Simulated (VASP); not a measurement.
Wanted: the native input for a VASP 6.6.1 run.

- Task: relaxation of cell and atoms
- Functional: PBE
- Potentials or basis: VASP PAW PBE potentials, release 64 (Ti_sv, N)
- Cutoff: 520 eV
- k mesh: 4 × 4 × 4
- Occupations: gaussian, width 0.02 eV
- Spin: no spin polarisation
- Further INCAR settings: ALGO = Fast; EDIFF = 1e-07; IBRION = 2; EDIFFG = -0.002; NSW = 80; ISIF = 3

The structure of TiN lies in POSCAR:

```
TiN
1.0
    0.0000000000      2.1190000000      2.1190000000
    2.1190000000      0.0000000000      2.1190000000
    2.1190000000      2.1190000000      0.0000000000
Ti N
1 1
Direct
    0.0000000000      0.0000000000      0.0000000000
    0.5000000000      0.5000000000      0.5000000000
```

The input as run:

INCAR

```
PREC = Accurate
ENCUT = 520
EDIFF = 1E-7
ISMEAR = 0
SIGMA = 0.02
LREAL = F
LASPH = T
NELM = 60
ALGO = Fast
ISIF = 3
LWAVE = F
LCHARG = F
GGA = PE
IBRION = 2
NSW = 80
EDIFFG = -0.002
```

KPOINTS

```
regular mesh
0
Gamma
  4 4 4
```

Potentials or basis: VASP PAW PBE potentials, release 64 (Ti_sv, N).

The run is started by

```console
$ cat potpaw_PBE.64/Ti_sv/POTCAR potpaw_PBE.64/N/POTCAR > POTCAR
$ mpirun -np 1 vasp_std > vasp.out
```

It gave:

```
Relaxed volume                         : 9.61 Å³/atom
Relaxed cell                           : a = 3.007 Å, b = 3.007 Å, c = 3.007 Å, α = 60.00°, β = 60.00°, γ = 60.00°
Space group after relaxing (to 0.05 Å) : Fm-3m (No. 225)
Energy gained by relaxing              : 0.9 meV/atom
Ionic steps                            : 3
Pressure after relaxing                : 0.0 GPa
Band gap on the k mesh                 : none (metal or under the smearing width)
```

Caveat: the k mesh is coarse (spacing up to 0.64 Å⁻¹), so the values aren't converged.

Wall time 9.4 s on 1 thread of Intel(R) Xeon(R) 6975P-C (Granite Rapids), with other jobs on the host, peak memory 0.13 GiB.
